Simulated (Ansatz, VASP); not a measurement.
HfC in VASP and in Ansatz

The input INCAR:

```
ALGO = Normal
EDIFF = 1E-7
ENCUT = 520
GGA = PS
ISIF = 2
ISMEAR = 0
LASPH = T
LCHARG = F
LREAL = F
LWAVE = F
NBANDS = 14
NELM = 80
PREC = Accurate
SIGMA = 0.15
```

KPOINTS

```
k-points
0
Gamma
  18 18 18
```

POSCAR

```
HfC
1.0
    0.0000000000      2.3250000000      2.3250000000
    2.3250000000      0.0000000000      2.3250000000
    2.3250000000      2.3250000000      0.0000000000
Hf C
1 1
Direct
    0.5000000000      0.5000000000      0.5000000000
   -0.0967741935     -0.0967741935      0.0967741935
```

Input for Ansatz:

```yaml
crystal:
  lattice:
    - [0.0, 2.325, 2.325]
    - [2.325, 0.0, 2.325]
    - [2.325, 2.325, 0.0]
  atoms:
    - { symbol: Hf, position: [0.5, 0.5, 0.5] }
    - { symbol: C, position: [-0.0967741935, -0.0967741935, 0.0967741935] }
basis:
  ecutwfc: 420
kpoints:
  mp_grid: { grid: [18, 18, 18] }
hamiltonian:
  xc: pbesol
scf:
  occupations: { method: gaussian, width: 0.15 }
output:
  forces: true
  stress: true
  eigenvalues: true
```

Alike in both runs: task single point; functional PBEsol; k mesh 18 × 18 × 18; occupations gaussian, width 0.15 eV; no spin polarisation.

|  | VASP | Ansatz |
| --- | --- | --- |
| version | VASP 6.6.1 | Ansatz 0.2.0 |
| potentials or method | VASP PAW PBE potentials, release 64 (Hf_pv, C) | scalar-relativistic, plane waves, PAW |
| plane-wave cutoff (eV) | 520 | 420 |
| valence electrons in the cell | 14 | 30 |

Ansatz gave:

| Quantity | Value |
| --- | --- |
| gap on the k mesh at the Fermi level (eV) | none |
| pressure (GPa) | 15.1 |
| largest component of the traceless stress (GPa) | 46.87 |
| rms of the force components (eV/Å) | 3.869 |

Question: Estimate VASP's values.

Answer: gap on the k mesh at the Fermi level (eV): none; pressure (GPa): 15.4; largest component of the traceless stress (GPa): 48.04; rms of the force components (eV/Å): 3.946.

Atom by atom the forces differ by 0.078 eV/Å (rms over components). A gap of «none» marks a metal or a gap that the smearing closes. With one functional, cell and mesh, what is left measures potentials, basis and numerics. The two sets of potentials don't hold the same shells in valence.

Caveats: so large a pressure means that the cell lies far from this level's equilibrium, or that cutoff or potentials fall short (VASP); the potentials were made for another functional, which shifts forces and pressure (VASP). The runs have no spin-orbit coupling, so splittings on Hf are missing.
